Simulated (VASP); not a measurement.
Method: PBE GGA, VASP's PBE PAW potentials (set 64) (plane waves; VASP).

VASP input:

INCAR:
```
SYSTEM = CaF2
PREC = Accurate; ENCUT = 520; LREAL = F
LASPH = T; ICHARG = 11
EDIFF = 1E-6; NELM = 100; ALGO = Normal
ISMEAR = 0; SIGMA = 0.05
GGA = PE
LWAVE = F; LCHARG = F
```

**POSCAR**
```
CaF2
3.9005050
  0.0000000000   0.7071067540   0.7071067540
  0.7071067540   0.0000000000   0.7071067540
  0.7071067540   0.7071067540   0.0000000000
Ca F
1 2
direct
  0.0000000000   0.0000000000   0.0000000000
  0.2500000000   0.2500000000   0.2500000000
  0.7500000000   0.7500000000   0.7500000000
```

File KPOINTS:
```
k-points along high-symmetry lines
15
Line-mode
Reciprocal
  0.000000   0.000000   0.000000 ! GAMMA
  0.500000  -0.000000   0.500000 ! X

  0.500000  -0.000000   0.500000 ! X
  0.625000   0.250000   0.625000 ! U

  0.375000   0.375000   0.750000 ! K
  0.000000   0.000000   0.000000 ! GAMMA

  0.000000   0.000000   0.000000 ! GAMMA
  0.500000   0.500000   0.500000 ! L

  0.500000   0.500000   0.500000 ! L
  0.500000   0.250000   0.750000 ! W

  0.500000   0.250000   0.750000 ! W
  0.500000  -0.000000   0.500000 ! X
```

POTCAR, in this order: Ca_sv F (PBE.64 set). Program: vasp_std. Read from the step before: CHGCAR.

The resulting files:

### OSZICAR
```
       N       E                     dE             d eps       ncg     rms          rms(c)
DAV:   1     0.217092554491E+03    0.21709E+03   -0.13817E+04  2880   0.152E+03
DAV:   2    -0.792921036504E+01   -0.22502E+03   -0.22074E+03  3736   0.384E+02
DAV:   3    -0.168404771762E+02   -0.89113E+01   -0.89040E+01  3296   0.861E+01
DAV:   4    -0.172081766167E+02   -0.36770E+00   -0.36763E+00  5056   0.128E+01
DAV:   5    -0.172098607884E+02   -0.16842E-02   -0.16841E-02  3272   0.923E-01
DAV:   6    -0.172098981631E+02   -0.37375E-04   -0.37375E-04  4312   0.806E-02
DAV:   7    -0.172098986530E+02   -0.48984E-06   -0.48983E-06  3632   0.115E-02
   1 F= -.17209899E+02 E0= -.17209899E+02  d E =-.203416E-13
```

### OUTCAR
```
 val. band max:       -1.1229723890   @ k =   0.5000   0.0000   0.5000

 cond. band min:       5.9807514489   @ k =   0.0000   0.0000   0.0000



 k-point     1 :       0.0000    0.0000    0.0000
  band No.  band energies     occupation
      1     -37.2935      2.00000
      2     -20.9866      2.00000
      3     -20.2584      2.00000
      4     -18.2322      2.00000
      5     -18.2322      2.00000
      6     -18.2322      2.00000
      7      -3.1416      2.00000
      8      -3.1416      2.00000
      9      -3.1416      2.00000
     10      -1.3740      2.00000
     11      -1.3740      2.00000
     12      -1.3740      2.00000
     13       5.9808      0.00000
     14       7.9246      0.00000
     15       7.9246      0.00000
     16       9.8708      0.00000

 k-point     2 :       0.0357    0.0000    0.0357
  band No.  band energies     occupation
      1     -37.2930      2.00000
      2     -20.9911      2.00000
      3     -20.2621      2.00000
      4     -18.2333      2.00000
      5     -18.2333      2.00000
      6     -18.2237      2.00000
      7      -3.1382      2.00000
      8      -3.1382      2.00000
      9      -3.1199      2.00000
     10      -1.4121      2.00000
     11      -1.3730      2.00000
     12      -1.3730      2.00000
     13       6.0264      0.00000
     14       7.9217      0.00000
     15       7.9342      0.00000
     16       9.8606      0.00000

 k-point     3 :       0.0714    0.0000    0.0714
  band No.  band energies     occupation
      1     -37.2916      2.00000
      2     -21.0044      2.00000
      3     -20.2734      2.00000
      4     -18.2367      2.00000
      5     -18.2367      2.00000
      6     -18.1991      2.00000
      7      -3.1278      2.00000
      8      -3.1278      2.00000
      9      -3.0555      2.00000
     10      -1.5224      2.00000
     11      -1.3705      2.00000
     12      -1.3705      2.00000
     13       6.1603      0.00000
     14       7.9120      0.00000
...
```

The density is held fixed in this step, so its total energy and stress have no physical meaning.

The compound is CaF2 in the fluorite structure. It was relaxed first.
